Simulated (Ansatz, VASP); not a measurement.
# Two plane-wave programs on WSe2

INCAR

```
SYSTEM = WSe2
ALGO = Normal ; EDIFF = 1E-7
ENCUT = 520 ; GGA = PE
ISIF = 2 ; ISMEAR = 0
IVDW = 12 ; LASPH = .True.
LCHARG = .False. ; LREAL = .False.
LWAVE = .False. ; NBANDS = 35
NELM = 100 ; PREC = Accurate
SIGMA = 0.1
```

The input KPOINTS:

```
k-points
0
Gamma
  6 6 2
  0 0 0
```

The input POSCAR:

```
WSe2
1.0
    3.2899984505      0.0000000000      0.0000000000
   -1.6449992252      2.8492222365      0.0000000000
    0.0000000000      0.0000000000     12.9700000000
W Se
2 4
Direct
    0.3333333333      0.6666666667      0.2500000000
    0.6666666667      0.3333333333      0.7500000000
    0.3333333333      0.6666666667      0.6210000000
    0.6666666667      0.3333333333      0.1210000000
    0.3333333333      0.6666666667      0.8790000000
    0.6666666667      0.3333333333      0.3790000000
```

Input for Ansatz:

```yaml
crystal:
  lattice:
    - [3.2899984505, 0.0, 0.0]
    - [-1.6449992252, 2.8492222365, 0.0]
    - [0.0, 0.0, 12.97]
  atoms:
    - { symbol: W, position: [0.3333333333, 0.6666666667, 0.25] }
    - { symbol: W, position: [0.6666666667, 0.3333333333, 0.75] }
    - { symbol: Se, position: [0.3333333333, 0.6666666667, 0.621] }
    - { symbol: Se, position: [0.6666666667, 0.3333333333, 0.121] }
    - { symbol: Se, position: [0.3333333333, 0.6666666667, 0.879] }
    - { symbol: Se, position: [0.6666666667, 0.3333333333, 0.379] }
basis:
  ecutwfc: 420
kpoints:
  mp_grid: { grid: [6, 6, 2] }
hamiltonian:
  xc: pbe
  dispersion: d3bj
scf:
  occupations: { method: gaussian, width: 0.1 }
output:
  forces: true
  stress: true
  eigenvalues: true
```

Alike in both runs: task single point; functional PBE; dispersion D3(BJ); k mesh 6 × 6 × 2; occupations gaussian, width 0.1 eV; no spin polarisation.

```csv
,VASP,Ansatz
version,VASP 6.6.1,Ansatz 0.2.0
potentials or method,"VASP PAW PBE potentials, release 64 (W_sv, Se)","scalar-relativistic, plane waves, PAW"
plane-wave cutoff (eV),520,420
valence electrons in the cell,52,92
```

Ansatz gave:

```
gap on the k mesh at the Fermi level (eV)       : 0.98
least direct gap on the mesh (eV)               : 1.53
pressure (GPa)                                  : -0.1
largest component of the traceless stress (GPa) : 0.59
rms of the force components (eV/Å)              : 0.083
```

Task: What did VASP give for the same quantities?

Result: gap on the k mesh at the Fermi level (eV): 0.97; least direct gap on the mesh (eV): 1.52; pressure (GPa): 0.2; largest component of the traceless stress (GPa): 0.68; rms of the force components (eV/Å): 0.106.

Atom by atom the forces differ by 0.023 eV/Å (rms over components). The two sets of potentials don't hold the same shells in valence.

Caveats: spin-orbit coupling is left out, which moves the levels of the heavy elements. A k mesh can miss the band edges. A hybrid or GW would open this gap; PBE tends to underestimate it.
